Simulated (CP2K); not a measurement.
Here is a CP2K 2026.2 calculation.

Contents of bn_bands.inp:

```
&GLOBAL
  PROJECT bn_bands
  RUN_TYPE ENERGY
  PRINT_LEVEL LOW
&END GLOBAL
&FORCE_EVAL
  METHOD QS
  &DFT
    BASIS_SET_FILE_NAME BASIS_MOLOPT_UZH
    POTENTIAL_FILE_NAME POTENTIAL_UZH
    &MGRID
      CUTOFF 675
      REL_CUTOFF 60
      NGRIDS 5
    &END MGRID
    &QS
      METHOD GPW
      EPS_DEFAULT 1.0E-9
    &END QS
    &KPOINTS
      SCHEME MONKHORST-PACK 13 13 13
      GAMMA_CENTERED T
      SYMMETRY T
      SYMMETRY_BACKEND SPGLIB
    &END KPOINTS
    &SCF
      SCF_GUESS ATOMIC
      EPS_SCF 1.0E-6
      MAX_SCF 100
      ADDED_MOS 10
      CHOLESKY OFF
      EPS_EIGVAL 1.0E-7
      &DIAGONALIZATION ON
        ALGORITHM STANDARD
      &END DIAGONALIZATION
      &MIXING ON
        METHOD BROYDEN_MIXING
        ALPHA 0.4
        BETA 1.5
        NBUFFER 8
      &END MIXING
      &SMEAR ON
        METHOD FERMI_DIRAC
        ELECTRONIC_TEMPERATURE [K] 580.226
      &END SMEAR
    &END SCF
    &XC
      &XC_FUNCTIONAL
        &MGGA_X_TB09
        &END MGGA_X_TB09
        &LDA_C_PW
        &END LDA_C_PW
      &END XC_FUNCTIONAL
    &END XC
    &PRINT
      &KPOINTS ON
      &END KPOINTS
      &MULLIKEN ON
      &END MULLIKEN
      &MO ON
        ENERGIES T
        OCCUPATION_NUMBERS T
        &EACH
          QS_SCF 0
        &END EACH
        ADD_LAST NUMERIC
      &END MO
      &LOWDIN ON
      &END LOWDIN
      &HIRSHFELD ON
        SHAPE_FUNCTION DENSITY
      &END HIRSHFELD
      &BAND_STRUCTURE
        FILE_NAME bands.bs
        ADDED_MOS 6
        &KPOINT_SET
          UNITS B_VECTOR
          NPOINTS 6
          SPECIAL_POINT GAMMA 0.00000000 0.00000000 0.00000000
          SPECIAL_POINT X 0.50000000 0.00000000 0.50000000
          SPECIAL_POINT W 0.50000000 0.25000000 0.75000000
          SPECIAL_POINT K 0.37500000 0.37500000 0.75000000
          SPECIAL_POINT GAMMA 0.00000000 0.00000000 0.00000000
          SPECIAL_POINT L 0.50000000 0.50000000 0.50000000
          SPECIAL_POINT U 0.62500000 0.25000000 0.62500000
          SPECIAL_POINT W 0.50000000 0.25000000 0.75000000
          SPECIAL_POINT L 0.50000000 0.50000000 0.50000000
          SPECIAL_POINT K 0.37500000 0.37500000 0.75000000
        &END KPOINT_SET
        &KPOINT_SET
          UNITS B_VECTOR
          NPOINTS 6
          SPECIAL_POINT U 0.62500000 0.25000000 0.62500000
          SPECIAL_POINT X 0.50000000 0.00000000 0.50000000
        &END KPOINT_SET
      &END BAND_STRUCTURE
    &END PRINT
  &END DFT
  &SUBSYS
    &CELL
      A 2.5639706028 0.0000000000 0.0000000000
      B 1.2819853014 2.2204636766 0.0000000000
      C 1.2819853014 0.7401545589 2.0934732308
      PERIODIC XYZ
    &END CELL
    &COORD
      SCALED
      N   0.2500000000 0.2500000000 0.2500000000
      B   0.0000000000 0.0000000000 0.0000000000
    &END COORD
    &KIND N
      BASIS_SET DZVP-MOLOPT-PBE-GTH-q5
      POTENTIAL GTH-PBE-q5
    &END KIND
    &KIND B
      BASIS_SET DZVP-MOLOPT-PBE-GTH-q3
      POTENTIAL GTH-PBE-q3
    &END KIND
    &PRINT
      &ATOMIC_COORDINATES ON
      &END ATOMIC_COORDINATES
      &CELL ON
      &END CELL
      &SYMMETRY ON
      &END SYMMETRY
    &END PRINT
  &END SUBSYS
  &PRINT
    &FORCES ON
    &END FORCES
  &END PRINT
&END FORCE_EVAL
```

Potentials or basis: POTENTIAL_UZH N GTH-PBE-q5, B GTH-PBE-q3; DZVP-MOLOPT-PBE-GTH basis.

Run with:

```console
$ OMP_NUM_THREADS=2 cp2k.psmp -i bn_bands.inp -o bn_bands.out
```

Estimate the Hirshfeld charges.

N -0.17; B +0.17 e.

Estimate the band gap along the path.

4.81 eV, indirect (least direct gap 9.68 eV).

Predict the band gap on the k mesh.

4.89 eV, indirect (least direct gap 9.72 eV).

Estimate the Mulliken charges.

N -0.78; B +0.78 e.

Levels at the corners of the path, in eV from the valence-band top:
```csv
point,band 2,band 3,band 4,band 5,band 6,band 7
Γ,0.00,0.00,0.00,9.77,9.78,9.78
X,-9.01,-4.88,-4.88,4.81,9.57,19.97
W,-7.66,-7.01,-6.45,10.14,14.63,15.41
K,-8.21,-7.66,-4.04,7.28,13.78,17.47
Γ,0.00,0.00,0.00,9.77,9.78,9.78
L,-10.74,-1.90,-1.90,10.76,11.54,11.54
U,-8.21,-7.66,-4.04,7.28,13.78,17.47
W,-7.66,-7.01,-6.45,10.14,14.63,15.41
L,-10.74,-1.90,-1.90,10.76,11.54,11.54
K,-8.21,-7.66,-4.04,7.28,13.78,17.47
U,-8.21,-7.66,-4.04,7.28,13.78,17.47
X,-9.01,-4.88,-4.88,4.81,9.57,19.97
```

Caveat: this is a model potential without an energy functional, so only levels have meaning; the mesh misses the band edges, which the band path finds closer together; the basis of atomic orbitals isn't converged, which shifts pressures, moduli and gaps.

**Measured values to compare with.**

A printed reference work, monograph reports, for a bulk crystal of BN at 300 K: band gap 6.4 eV (indirect).

Measured gap of BN: 6.4 eV (indirect; 300 K; a printed reference work, monograph). This calculation gives 4.81 eV (-1.59 eV). The value is that of TB-mBJ in an atomic basis (POTENTIAL_UZH N GTH-PBE-q5, B GTH-PBE-q3; DZVP-MOLOPT-PBE-GTH basis), whose error adds to the functional's,, without temperature or zero-point motion. The cell is a database's relaxed one, not the measured one, which moves gaps too.
